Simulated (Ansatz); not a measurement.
Ansatz input

```yaml
crystal:
  lattice:
    - [4.1549373066, 0.0, 0.0]
    - [-2.0774686533, 3.5982812586, 0.0]
    - [0.0, 0.0, 5.6845427121]
  atoms:
    - { symbol: Te, position: [0.2833121449, 0.0, 0.3333333333] }
    - { symbol: Te, position: [0.0, 0.2833121449, 0.6666666667] }
    - { symbol: Te, position: [0.7166878551, 0.7166878551, 1.0] }
hamiltonian:
  xc: pbesol
  pseudopotentials:
    kind: paw
    azcp:
      Te: "pseudopotentials/Te.paw.azcp"
basis:
  ecutwfc: 420
  fft_grid_basis: typed
kpoints:
  mp_grid: { grid: [8, 8, 5], shift: [0, 0, 0] }
magnetization:
  spin_polarized: false
scf:
  occupations: { method: fermi_dirac, width: 0.05 }
output:
  stress: true
```

and its output:

```
Warning: the record states the generating functional pbe (its physics header spells it `PBE`), which answers neither for hamiltonian.xc's functional nor for the pbesol family's — results may be inconsistent (PPs are generated against a specific XC)
Engine: ansatz 0.2.0, x86_64-unknown-linux-gnu
Pseudopotentials: kind: paw
Pseudopotential: Te, paw, valence charge 16, recommended cutoff 420 eV (normal) 
Functional definition: PBEsol
  exchange = pbesol_x
  correlation = pbesol_c
Crystal: 3 atoms, lattice volume = 84.988 Å³
Basis set: ecut = 420 eV, 1645 PW (Γ)
Bands: 28, of which v1, the nominal top of the filled ones, is band 24 counted from 1 (23 counted from 0)
Symmetry: 6 space group operations
Space group: P3121 (ITA 152), of the structure as read, at distance tolerance 4.4e-5 Å
k-points: 40 of 320 (time reversal used)
Non-local potential: Te, projectors of the file, l = 0: 2, l = 1: 2, l = 2: 2, l = 3: 2
PAW form: soft (Blöchl's): semilocal exchange-correlation on the pseudo side does not see the compensation charge
PAW frozen core: Te, regenerated for the run's functional, and the local potential with it (the file was generated under x = pbe(κ = 0.804, μ = 0.2195149727645171), c = pbe(β = 0.06672455060314922))
PAW one-centre angular grid: Te, 590 points (default); XC on 64 Gauss nodes
Initial density: superposition of atomic densities (neutral atoms: chi_scale 0, normalization atom), corrected by the library's trained network
Initial wavefunctions: pseudopotential atomic-orbital guess
Functional: x = pbesol(κ = 0.804, μ = 0.12345679012345678), c = pbesol(β = 0.046)
SCF iter   1: F=—  HF=-20704.246944 eV  |F-HF|=—  |Δ(HF+E_count)|=         —  Δρ=2.16e-3  dr2=1.79e-3  ethr=1.77e-3  ⟨swp⟩=7.1  Hψ=5099  notcnv=0
SCF iter   2: F=—  HF=-20704.244119 eV  |F-HF|=—  |Δ(HF+E_count)|=   2.83e-3  Δρ=1.45e-3  dr2=7.75e-4  ethr=3.74e-6  ⟨swp⟩=2.2  Hψ=2374  notcnv=0
SCF iter   3: F=—  HF=-20704.244360 eV  |F-HF|=—  |Δ(HF+E_count)|=   2.41e-4  Δρ=7.20e-4  dr2=2.74e-4  ethr=1.62e-6  ⟨swp⟩=2.0  Hψ=2080  notcnv=0
SCF iter   4: F=—  HF=-20704.244049 eV  |F-HF|=—  |Δ(HF+E_count)|=   3.11e-4  Δρ=2.23e-4  dr2=3.18e-5  ethr=5.70e-7  ⟨swp⟩=2.0  Hψ=2080  notcnv=0
SCF iter   5: F=—  HF=-20704.244022 eV  |F-HF|=—  |Δ(HF+E_count)|=   2.72e-5  Δρ=6.88e-5  dr2=2.98e-6  ethr=6.63e-8  ⟨swp⟩=2.0  Hψ=2080  notcnv=0
SCF iter   6: F=—  HF=-20704.244019 eV  |F-HF|=—  |Δ(HF+E_count)|=   2.70e-6  Δρ=1.60e-5  dr2=2.41e-7  ethr=6.21e-9  ⟨swp⟩=2.0  Hψ=2080  notcnv=0
SCF iter   7: F=-20704.244019 eV  HF=-20704.244019 eV  |F-HF|=7.50e-9  |Δ(HF+E_count)|=   1.01e-7  Δρ=3.53e-6  dr2=8.29e-9  ethr=2.08e-10  ⟨swp⟩=5.0  Hψ=3807  notcnv=0
SCF 1 converged in 7 iterations: F = -20704.244019 eV  dr2 = 8.29e-9
SCF converged after 7 iterations
Free energy (F): -20704.244019 eV
Harris-Foulkes:  -20704.244019 eV  (|F-HF|=7.50e-9)
Internal energy: -20704.243597 eV  (E = F + TS)
E sigma→0 (E₀):  -20704.243808 eV
Entropy (-TS):   -0.000421 eV (-0.140 meV/atom)
Fermi energy:    11.732122 eV
--- Per-component energies (eV) ---
  E_band       = -680.165645
  E_kinetic    = 548.472195
  E_local      = -3311.019973  (includes V_loc(G=0)·N_el)
  E_nonlocal   = -923.599079
  E_hartree    = 2230.772743
  E_xc         = -373.657016
  E_vxc        = -317.016282  (∫ρ·V_xc dr)
  E_paw        = -13752.960561  (= ΣΔE_a)
  E_vpaw       = -1138.554714  (= ΣTr[D̂ρ^β])
  E_aug_tail   = -0.000532  (compensation charges beyond the density's cutoff)
  E_ewald      = -5123.375819
  E_core_change = 1.124446  (= ΣΔE_core)
  E_smearing   = -0.000421  (= −TS)
  E_closure    = 0.000000  (closes the sum)
  Σ components = -20704.244019   (vs F -20704.244019, Δ=0.00e0)
--- Stress (GPa, compression-positive) ---
        7.942110       0.000000       0.000000
       -0.000000       7.942110       0.000000
        0.000000       0.000000      11.868623
  P = ⅓ Tr σ = 9.2509 GPa (92.509 kbar)
```
